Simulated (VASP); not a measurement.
# SnO2 (Cassiterite): lattice, stiffness and zone-centre modes

What lattice, stiffness and vibrations does SnO2 (Cassiterite) have at one level of theory? The starting structure is a measured crystal structure from the Crystallography Open Database. All runs use LDA.

Method: Kohn-Sham DFT with plane waves and PAW; LDA, in VASP 6.6.1.

### 1. Set-up

It takes space group P4_2/mnm (No. 136, tetragonal). Conventional cell: a = 4.736 Å, b = 4.736 Å, c = 3.187 Å, α = 90.00°, β = 90.00°, γ = 90.00°. Sn has 6 O at 2.04 to 2.06 Å nearest. Nearest to O lie 3 Sn at 2.04 to 2.06 Å. Farther neighbours and most contacts between anions are not listed.

Structure file:

```xyz
6
Lattice="4.7357 0.0000 0.0000 0.0000 4.7357 0.0000 0.0000 0.0000 3.1873" Properties=species:S:1:pos:R:3 pbc="T T T"
Sn    2.3678    2.3678    1.5937
Sn    0.0000    0.0000    0.0000
O     3.8137    0.9220    1.5937
O     3.2899    3.2899    0.0000
O     0.9220    3.8137    1.5937
O     1.4458    1.4458    0.0000
```

### 2. Relaxation

This run starts from the cell of an earlier relaxation, which isn't shown; the restart sets up the plane waves anew.

Contents of INCAR:

```
SYSTEM = SnO2
PREC = Accurate
ENCUT = 560
EDIFF = 1E-07
NELM = 100
ISMEAR = 0
SIGMA = 0.03
LREAL = .FALSE.
ALGO = Normal
GGA = CA
NBANDS = 32
LORBIT = 11
LWAVE = .FALSE.
LCHARG = .FALSE.
KPAR = 8
IBRION = 2
NSW = 50
ISIF = 3
EDIFFG = -0.002
```

Contents of POSCAR:

```
SnO2
1.0
    4.7277463513      0.0000000000      0.0000000000
    0.0000000000      4.7277463513      0.0000000000
    0.0000000000      0.0000000000      3.1966880253
Sn O
2 4
Direct
    0.5000000000      0.5000000000      0.5000000000
    0.0000000000      0.0000000000      0.0000000000
    0.8060443494      0.1939556506      0.5000000000
    0.6939556506      0.6939556506      0.0000000000
    0.1939556506      0.8060443494      0.5000000000
    0.3060443494      0.3060443494      0.0000000000
```

Contents of KPOINTS:

```
Automatic mesh
0
Gamma
6 6 6
0 0 0
```

The projector-augmented-wave data sets are Sn_d and O (LDA family, release 64).

The run is started by

```console
mpirun -np 8 vasp_std
```

Log:

```text
[banner, memory and clock lines left out]
running    8 mpi-ranks, on    1 nodes
 distrk:  each k-point on    1 cores,    8 groups
 distr:  one band on    1 cores,    1 groups

 POSCAR found type information on POSCAR SnO
 POSCAR found :  2 types and       6 ions
|                                                                             |
|           W    W    AA    RRRRR   N    N  II  N    N   GGGG   !!!           |
|           W    W   A  A   R    R  NN   N  II  NN   N  G    G  !!!           |
|           W    W  A    A  R    R  N N  N  II  N N  N  G       !!!           |
|           W WW W  AAAAAA  RRRRR   N  N N  II  N  N N  G  GGG   !            |
|           WW  WW  A    A  R   R   N   NN  II  N   NN  G    G                |
|           W    W  A    A  R    R  N    N  II  N    N   GGGG   !!!           |
|                                                                             |
|     For optimal performance we recommend to set                             |
|       NCORE = 2 up to number-of-cores-per-socket                            |
|     NCORE specifies how many cores store one orbital (NPAR=cpu/NCORE).      |
|     This setting can greatly improve the performance of VASP for DFT.       |
|     The default, NCORE=1 might be grossly inefficient on modern             |
|     multi-core architectures or massively parallel machines. Do your        |
|     Unfortunately you need to use the default for GW and RPA                |
|     calculations (for HF NCORE is supported but not extensively tested      |
|     yet).                                                                   |
|                                                                             |

 LDA part: xc-table for (Slater(with rela. corr.)+CA(PZ))
 , standard interpolation
 POSCAR, INCAR and KPOINTS ok, starting setup
 FFT: planning ... GRIDC
 FFT: planning ... GRID_SOFT
 FFT: planning ... GRID
 WAVECAR not read
 entering main loop
       N       E                     dE             d eps       ncg     rms          rms(c)
DAV:   1     0.648107670083E+03    0.64811E+03   -0.27378E+04  2808   0.266E+03
DAV:   2     0.515178058246E+02   -0.59659E+03   -0.57111E+03  2824   0.701E+02
DAV:   3    -0.433936989184E+02   -0.94912E+02   -0.93762E+02  2912   0.225E+02
DAV:   4    -0.482939497194E+02   -0.49003E+01   -0.48768E+01  3064   0.564E+01
DAV:   5    -0.484459876163E+02   -0.15204E+00   -0.15198E+00  3184   0.102E+01    0.158E+01
DAV:   6    -0.423447966818E+02    0.61012E+01   -0.22113E+01  4144   0.700E+01    0.615E+00
DAV:   7    -0.423780268451E+02   -0.33230E-01   -0.20696E+00  2992   0.841E+00    0.324E+00
DAV:   8    -0.423011104793E+02    0.76916E-01   -0.28977E-01  3984   0.516E+00    0.740E-01
DAV:   9    -0.422846014731E+02    0.16509E-01   -0.64900E-02  4088   0.377E+00    0.131E-01
DAV:  10    -0.422847556770E+02   -0.15420E-03   -0.45209E-03  3568   0.579E-01    0.467E-02
DAV:  11    -0.422847633285E+02   -0.76515E-05   -0.21513E-04  4072   0.198E-01    0.219E-02
DAV:  12    -0.422847670538E+02   -0.37253E-05   -0.22190E-05  3352   0.410E-02    0.156E-02
DAV:  13    -0.422847630257E+02    0.40281E-05   -0.14900E-05  3960   0.499E-02    0.181E-03
DAV:  14    -0.422847631377E+02   -0.11202E-06   -0.14607E-06  3024   0.959E-03    0.879E-04
DAV:  15    -0.422847631401E+02   -0.23438E-08   -0.58487E-08  2040   0.223E-03
   1 F= -.42284763E+02 E0= -.42284763E+02  d E =-.422848E+02
 curvature:   0.00 expect dE= 0.000E+00 dE for cont linesearch  0.000E+00
 trial: gam= 0.00000 g(F)=  0.370E-06 g(S)=  0.217E-05 ort = 0.000E+00 (trialstep = 0.100E+01)
 search vector abs. value=  0.254E-05
 reached required accuracy - stopping structural energy minimisation
```

It took 9.8 s on 8 MPI ranks of AMD EPYC 9R45, shared host; peak memory 1.7 GiB.

The logs omit lines about the potential files and the build; timing stands in the text.

From OUTCAR (step 2):

```text
ion  position               nearest neighbor table
   1  0.500  0.500  0.500-   3 2.05   5 2.05   4 2.06   6 2.06   4 2.06   6 2.06   2 3.71   2 3.71
                             2 3.71   2 3.71   2 3.71   2 3.71   2 3.71   2 3.71
   2  0.000  0.000  0.000-   4 2.05   6 2.05   5 2.06   3 2.06   3 2.06   5 2.06   1 3.71   1 3.71
                             1 3.71   1 3.71   1 3.71   1 3.71   1 3.71   1 3.71
   3  0.806  0.194  0.500-   1 2.05   2 2.06   2 2.06
   4  0.694  0.694  0.000-   2 2.05   1 2.06   1 2.06
   5  0.194  0.806  0.500-   1 2.05   2 2.06   2 2.06
   6  0.306  0.306  0.000-   2 2.05   1 2.06   1 2.06

  LATTYP: Found a simple tetragonal cell.
 ALAT       =     4.7277463513
 C/A-ratio  =     0.6761547232

 Subroutine GETGRP returns: Found 16 space group operations
 (whereof  8 operations were pure point group operations)

The static configuration has the point symmetry D_2h.
 The point group associated with its full space group is D_4h.

 Found     40 irreducible k-points:

   k-points           NKPTS =     40   k-points in BZ     NKDIM =     40   number of bands    NBANDS=     32

   dimension x,y,z NGX =    36 NGY =   36 NGZ =   28
   dimension x,y,z NGXF=    72 NGYF=   72 NGZF=   56

   ENCUT  =  560.0 eV  41.16 Ry    6.42 a.u.   9.12  9.12  6.17*2*pi/ulx,y,z

   NELECT =      52.0000    total number of electrons

 k-points in reciprocal lattice and weights: Automatic mesh
   0.00000000  0.00000000  0.00000000       0.005
   0.16666667  0.00000000  0.00000000       0.019
   0.33333333  0.00000000  0.00000000       0.019
   0.50000000  0.00000000  0.00000000       0.009
   0.16666667  0.16666667  0.00000000       0.019
   0.33333333  0.16666667  0.00000000       0.037
   0.50000000  0.16666667  0.00000000       0.019
   0.33333333  0.33333333  0.00000000       0.019
   0.50000000  0.33333333  0.00000000       0.019
[...]
0.50000000  0.33333333  0.50000000       0.019
   0.50000000  0.50000000  0.50000000       0.005

 average (electrostatic) potential at core
       1 -99.1855       2 -99.1855       3 -68.9798       4 -68.9798       5 -68.9798
       6 -68.9798

 E-fermi :   6.0952

 k-point     1 :       0.0000    0.0000    0.0000
  band No.  band energies     occupation
    ...
     22       4.6008      2.00000
     23       4.6008      2.00000
     24       5.0788      2.00000
     25       5.0788      2.00000
     26       5.8830      2.00000
     27       7.0264      0.00000
     28      11.7989      0.00000
     29      11.9305      0.00000
     30      11.9305      0.00000
     31      15.9775      0.00000
    ...

 k-point     2 :       0.1667    0.0000    0.0000
  band No.  band energies     occupation
    ...
     22       4.5233      2.00000
     23       4.6076      2.00000
     24       4.6242      2.00000
     25       5.0989      2.00000
     26       5.7380      2.00000
     27       7.7271      0.00000
     28      11.5832      0.00000
     29      12.0493      0.00000
     30      12.1824      0.00000
     31      16.2633      0.00000
    ...

 k-point     3 :       0.3333    0.0000    0.0000
  band No.  band energies     occupation
    ...
     22       4.2087      2.00000
     23       4.6249      2.00000
     24       4.6470      2.00000
     25       5.1508      2.00000
     26       5.4287      2.00000
     27       8.9770      0.00000
     28      11.0940      0.00000
     29      12.3938      0.00000
     30      12.5511      0.00000
     31      16.6259      0.00000
    ...

  Total        0.0103426      0.0103426      0.0074792      0.0000000      0.0000000      0.0000000
  in kB        0.2319166      0.2319166      0.1677097      0.0000000      0.0000000      0.0000000
  external PRESSURE =       0.2105143 kB  Pullay stress =       0.0000000 kB

  energy-cutoff  :      560.00
  volume of cell :       71.45
      direct lattice vectors                 reciprocal lattice vectors
     4.727746351  0.000000000  0.000000000     0.211517270  0.000000000  0.000000000
     0.000000000  4.727746351  0.000000000     0.000000000  0.211517270  0.000000000
     0.000000000  0.000000000  3.196688025     0.000000000  0.000000000  0.312823770

 POSITION                                       TOTAL-FORCE (eV/Angst)
 -----------------------------------------------------------------------------------
      2.36387      2.36387      1.59834         0.000000      0.000000     -0.000000
      0.00000      0.00000      0.00000         0.000000      0.000000     -0.000000
      3.81077      0.91697      1.59834         0.000979     -0.000979     -0.000000
      3.28085      3.28085      0.00000        -0.000979     -0.000979     -0.000000
      0.91697      3.81077      1.59834        -0.000979      0.000979      0.000000
      1.44690      1.44690      0.00000         0.000979      0.000979      0.000000
 -----------------------------------------------------------------------------------
    total drift:                               -0.000000      0.000000     -0.000000

  FREE ENERGIE OF THE ION-ELECTRON SYSTEM (eV)
  ---------------------------------------------------
  free  energy   TOTEN  =       -42.2847631401 eV

  energy  without entropy=      -42.2847631401  energy(sigma->0) =      -42.28476314

 reached required accuracy - stopping structural energy minimisation

 total charge
# of ion       s       p       d       tot
------------------------------------------
    1        0.894   1.125  10.389  12.408
    2        0.894   1.125  10.389  12.408
    3        1.547   3.495   0.000   5.041
    4        1.547   3.495   0.000   5.041
    5        1.547   3.495   0.000   5.041
    6        1.547   3.495   0.000   5.041
--------------------------------------------------
tot          7.975  16.228  20.779  44.982

[... 3 further parts left out ...]
```

The run keeps the 16 symmetry operations of its start, so it cannot find a distortion of lower symmetry.

The relaxed cell holds 11.909 Å³ an atom, with a = 4.728 Å (-0.2 % against the database cell) and c = 3.197 Å (+0.3 % against the database cell). Pressures at 0.985 and 1.015 times this volume, from two more relaxations that aren't shown, give a bulk modulus of 204.3 GPa.

### 3. Elastic constants

Contents of INCAR:

```
SYSTEM = SnO2
PREC = Accurate
ENCUT = 800
EDIFF = 1E-08
NELM = 100
ISMEAR = 0
SIGMA = 0.03
LREAL = .FALSE.
ALGO = Normal
GGA = CA
NBANDS = 32
LORBIT = 11
LWAVE = .FALSE.
LCHARG = .FALSE.
KPAR = 8
IBRION = 6
NFREE = 2
POTIM = 0.015
ISIF = 3
NSW = 1
```

POSCAR is that of step 2.

Contents of KPOINTS:

```
Automatic mesh
0
Gamma
6 6 8
0 0 0
```

The run is started by

```console
mpirun -np 8 vasp_std
```

Log:

```text
[banner, memory and clock lines left out]
running    8 mpi-ranks, on    1 nodes
[...]
[... a notice as in an earlier step ...]

 LDA part: xc-table for (Slater(with rela. corr.)+CA(PZ))
 , standard interpolation
 POSCAR, INCAR and KPOINTS ok, starting setup
[...]
entering main loop
       N       E                     dE             d eps       ncg     rms          rms(c)
DAV:   1     0.747509229204E+03    0.74751E+03   -0.33564E+04  3472   0.332E+03
DAV:   2     0.768496023937E+02   -0.67066E+03   -0.64055E+03  3448   0.825E+02
DAV:   3    -0.410294672332E+02   -0.11788E+03   -0.11593E+03  3464   0.256E+02
DAV:   4    -0.482713005429E+02   -0.72418E+01   -0.71964E+01  3896   0.665E+01
[...]
DAV:  13    -0.423127811282E+02    0.43446E-05   -0.15874E-05  5176   0.501E-02    0.174E-03
DAV:  14    -0.423127812426E+02   -0.11440E-06   -0.15338E-06  3760   0.956E-03    0.838E-04
DAV:  15    -0.423127812471E+02   -0.45220E-08   -0.77584E-08  4544   0.223E-03
   1 F= -.42312781E+02 E0= -.42312781E+02  d E =-.324897E-13
[...]
2 F= -.42300793E+02 E0= -.42300793E+02  d E =-.129957E-16
   3 F= -.42298942E+02 E0= -.42298942E+02  d E =-.377917E-25
   4 F= -.42300793E+02 E0= -.42300793E+02  d E =-.131543E-16
   5 F= -.42298942E+02 E0= -.42298942E+02  d E =-.378174E-25
   6 F= -.42291553E+02 E0= -.42291553E+02  d E =-.383656E-27
   7 F= -.42288622E+02 E0= -.42288622E+02  d E =-.439555E-16
   8 F= -.42302361E+02 E0= -.42302361E+02  d E =-.259961E-11
   9 F= -.42302361E+02 E0= -.42302361E+02  d E =-.259770E-11
  10 F= -.42306924E+02 E0= -.42306924E+02  d E =-.118350E-25
  11 F= -.42306924E+02 E0= -.42306924E+02  d E =-.559928E-26
  12 F= -.42306924E+02 E0= -.42306924E+02  d E =-.895838E-26
  13 F= -.42306924E+02 E0= -.42306924E+02  d E =-.492384E-26
  14 F= -.42310041E+02 E0= -.42310041E+02  d E =-.831351E-13
  15 F= -.42310041E+02 E0= -.42310041E+02  d E =-.853473E-13
  16 F= -.42310527E+02 E0= -.42310527E+02  d E =-.395461E-13
  17 F= -.42310527E+02 E0= -.42310527E+02  d E =-.396179E-13
  18 F= -.42311269E+02 E0= -.42311269E+02  d E =-.218702E-13
  19 F= -.42311225E+02 E0= -.42311225E+02  d E =-.133069E-11
  20 F= -.42311302E+02 E0= -.42311302E+02  d E =-.475860E-13
  21 F= -.42311302E+02 E0= -.42311302E+02  d E =-.474671E-13
 Finite differences progress:
  Degree of freedom:  10/ 10
  Displacement:        2/  2
  Total:              20/ 20
```

The job ended after 9.1 min (8 MPI ranks; peak memory 5.7 GiB; 73 min of CPU time).

From OUTCAR (step 3):

```text
  Total        0.0480278      0.0480278      0.0419482     -0.0024045      0.0834488     -0.0834488
  in kB        1.0769490      1.0769490      0.9406214     -0.0539175      1.8712083     -1.8712073
  external PRESSURE =       1.0315065 kB  Pullay stress =       0.0000000 kB

 POSITION                                       TOTAL-FORCE (eV/Angst)
 -----------------------------------------------------------------------------------
      2.36387      2.36387      1.59834         0.000475     -0.000475     -0.004734
      0.00000      0.00000      0.00000         0.003739     -0.003739     -0.143619
      3.81077      0.91697      1.58334        -0.002835      0.002835      0.197241
      3.28085      3.28085      0.00000        -0.001343     -0.001305     -0.026748
      0.91697      3.81077      1.59834        -0.001341      0.001341      0.004608
      1.44690      1.44690      0.00000         0.001305      0.001343     -0.026748
 -----------------------------------------------------------------------------------
    total drift:                               -0.000010      0.000012     -0.000017

  FREE ENERGIE OF THE ION-ELECTRON SYSTEM (eV)
  ---------------------------------------------------
  free  energy   TOTEN  =       -42.3113017880 eV

  energy  without entropy=      -42.3113017880  energy(sigma->0) =      -42.31130179

[... 3 further parts left out ...]
[key lines of the parts left out:]
E-fermi :   6.0154
```

The last energy, forces and stress in OUTCAR belong to the last displaced cell, not to that of POSCAR.

The elastic tensor has C11 = 250.3, C12 = 181.2, C44 = 95.2 GPa, among others; its Hill averages are a bulk modulus of 209.0 and a shear modulus of 93.1 GPa.

### 4. Modes of the relaxed cell

Contents of INCAR:

```
SYSTEM = SnO2
PREC = Accurate
ENCUT = 560
EDIFF = 1E-08
NELM = 100
ISMEAR = 0
SIGMA = 0.03
LREAL = .FALSE.
ALGO = Normal
GGA = CA
NBANDS = 32
LORBIT = 11
LWAVE = .FALSE.
LCHARG = .FALSE.
KPAR = 8
IBRION = 8
LEPSILON = .TRUE.
LPEAD = .TRUE.
ISIF = 2
```

POSCAR is that of step 3.

Contents of KPOINTS:

```
Automatic mesh
0
Gamma
8 8 10
0 0 0
```

The run is started by

```console
mpirun -np 8 vasp_std
```

Log:

```text
[... set-up lines as in an earlier step ...]
 entering main loop
       N       E                     dE             d eps       ncg     rms          rms(c)
DAV:   1     0.646500204116E+03    0.64650E+03   -0.27385E+04  6296   0.267E+03
DAV:   2     0.491610423739E+02   -0.59734E+03   -0.57244E+03  6448   0.687E+02
DAV:   3    -0.437694629169E+02   -0.92931E+02   -0.91891E+02  6632   0.224E+02
DAV:   4    -0.483038079986E+02   -0.45343E+01   -0.45168E+01  7008   0.544E+01
[...]
DAV:  13    -0.422852962312E+02    0.37611E-05   -0.13629E-05  9176   0.460E-02    0.170E-03
DAV:  14    -0.422852963333E+02   -0.10206E-06   -0.13815E-06  6896   0.921E-03    0.863E-04
DAV:  15    -0.422852963376E+02   -0.43310E-08   -0.62870E-08  7488   0.199E-03
   1 F= -.42285296E+02 E0= -.42285296E+02  d E =-.569711E-12
 Linear response reoptimize wavefunctions to high precision
DAV:   1    -0.422852963349E+02    0.26857E-08   -0.17173E-08  6520   0.158E-03
DAV:   2    -0.422852963350E+02   -0.10732E-09   -0.11934E-09  4488   0.239E-04
[...]
RMM:  16    -0.368317712941E+00    0.98119E-08   -0.57005E-08 19779   0.890E-05    0.513E-08
 first order change of Fermi-energy   0.14065E+01
 force on displaced ion       3 direction 1 : -13.634  10.005   0.000
 Born effective charge ion    3 direction 1 :  -2.036   0.691   0.000
 Linear response progress:
  Degree of freedom:   4/  4
       N       E                     dE             d eps       ncg     rms          rms(c)
RMM:   1    -0.365635908390E+00   -0.36564E+00    0.25158E-01 23763   0.335E+00
RMM:   2    -0.351695398406E+00    0.13941E-01   -0.81043E-03 19069   0.919E-01    0.166E-01
RMM:   3    -0.353587047596E+00   -0.18916E-02   -0.17220E-03 21720   0.255E-01    0.859E-02
RMM:   4    -0.355119706202E+00   -0.15327E-02   -0.66117E-04 21452   0.136E-01    0.180E-02
[...]
RMM:  12    -0.355053210893E+00   -0.32731E-07    0.49777E-08 24310   0.736E-05    0.837E-07
RMM:  13    -0.355053194797E+00    0.16096E-07   -0.46528E-09 21756   0.684E-05    0.217E-07
RMM:  14    -0.355053210928E+00   -0.16131E-07    0.37386E-08 18205   0.666E-05    0.928E-08
 first order change of Fermi-energy   0.46791E-01
 force on displaced ion       3 direction 3 :  -0.005   0.005 -13.173
 Born effective charge ion    3 direction 3 :   0.000  -0.000  -2.232
 Born effective charges drift removed
 Linear response finished
```

It took 6.4 min on 8 MPI ranks; peak memory 10 GiB; 51 min of CPU time.

OUTCAR, selected parts (step 4):

```text
  Total        0.0142881      0.0142881      0.0072990      0.0000000      0.0000000      0.0000000
  in kB        0.3203875      0.3203875      0.1636692      0.0000000      0.0000000      0.0000000
  external PRESSURE =       0.2681481 kB  Pullay stress =       0.0000000 kB

 POSITION                                       TOTAL-FORCE (eV/Angst)
 -----------------------------------------------------------------------------------
      2.36387      2.36387      1.59834        -0.000000      0.000000     -0.000000
      0.00000      0.00000      0.00000        -0.000000      0.000000     -0.000000
      3.81077      0.91697      1.59834         0.000930     -0.000930      0.000000
      3.28085      3.28085      0.00000        -0.000930     -0.000930      0.000000
      0.91697      3.81077      1.59834        -0.000930      0.000930     -0.000000
      1.44690      1.44690      0.00000         0.000930      0.000930     -0.000000
 -----------------------------------------------------------------------------------
    total drift:                               -0.000000      0.000000     -0.000000

 MACROSCOPIC STATIC DIELECTRIC TENSOR (including local field effects in DFT)
 ------------------------------------------------------
           4.337361    -0.000000     0.000000
          -0.000000     4.337361     0.000000
           0.000000     0.000000     4.644326
 ------------------------------------------------------

 MACROSCOPIC STATIC DIELECTRIC TENSOR IONIC CONTRIBUTION
 ------------------------------------------------------
           8.375106    -0.000000     0.000000
          -0.000000     8.375106    -0.000000
           0.000000    -0.000000     5.074934
 ------------------------------------------------------

[... 1 part as in an earlier step ...]

[... 1 further part left out ...]
```

The zone-centre modes at 11.909 Å³ an atom are at the top B2g 756.7, A1g 628.2, Eu (3) 600.4, B1u (2) 560.6 cm⁻¹, at the bottom Eu (2) 281.7, Eu (1) 223.2, B1u (1) 146.7, B1g 99.9 cm⁻¹, with 3 more of the listed ones between.

[end of part 1 of 2]

[Lines on the potential files, build, host, timing and source positions are cut from VASP's logs without a mark.]

[Logs are printed without paths, hosts, clocks, repeated set-up lines and the standing remarks that a program may print on its own settings, such as how far it seeks lower states.]

[Hosts, paths, dates, database ids (printed as entryN), source tags and the programs' standing remarks are cut or masked in the printed files.]
